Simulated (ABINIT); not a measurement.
The system is Au.

```
CELL_PARAMETERS angstrom
2.90000 0.00000 0.00000
-1.45000 2.51147 0.00000
0.00000 0.00000 4.88000
ATOMIC_POSITIONS crystal
Au 0.66667 0.33333 0.25000
Au 0.33333 0.66667 0.75000
```

This isn't the form of Au at room conditions, which is fcc.

Base run:

* Program: ABINIT 10.8.3 (patched build)
* Functional: PBEsol
* Potentials or basis: PseudoDojo NC SR PBEsol v0.4.1 standard
* Cutoff: 871 eV
* k mesh: 18 × 18 × 10, shifted
* Occupations: methfessel-paxton, width 0.1 eV
* Spin: no spin polarisation

Its results: pressure -8.3 GPa.

**Question.** The run is repeated on the same cell with these changes: k mesh from 18 × 18 × 10, shifted to 8 × 8 × 4; occupations from methfessel-paxton, width 0.1 eV to fermi-dirac, width 0.05 eV. What comes out?

**Answer.** Pressure -7.8 GPa.

Caveats: the cutoff is short for stress, so the pressure is rough.
